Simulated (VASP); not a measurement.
A run of VASP 6.6.1 is set up as follows.

The input INCAR:

```
SYSTEM = CdS
PREC = Accurate
ENCUT = 520
EDIFF = 1E-6
ISMEAR = 0
SIGMA = 0.1
LREAL = .FALSE.
LASPH = .TRUE.
NELM = 100
ALGO = Normal
ISIF = 2
LWAVE = .FALSE.
LCHARG = .FALSE.
GGA = RP
NBANDS = 16
```

File KPOINTS:

```
regular mesh
0
G
  8 8 8
  0 0 0
```

POSCAR

```
CdS
3.8937
    0.000000000000      0.707102242083      0.707102242083
    0.707102242083      0.000000000000      0.707102242083
    0.707102242083      0.707102242083      0.000000000000
Cd S
1 1
Direct
    0.0000000000      0.0000000000      0.0000000000
    0.5000000000      0.5000000000      0.5000000000
```

Potentials or basis: VASP PAW PBE potentials, release 64 (Cd, S).

Command:

```bash
$ cat potpaw_PBE.64/Cd/POTCAR potpaw_PBE.64/S/POTCAR > POTCAR
$ mpirun -np 1 vasp_std > vasp.out
```

(1) Predict the pressure.

(2) What does it give for the band gap on the k mesh?

Answers

(1) 2.5 GPa.

(2) 0.37 eV, indirect (least direct gap 1.66 eV).

Caveat: the PAW data sets were made with another functional, which shifts forces and pressure a little.
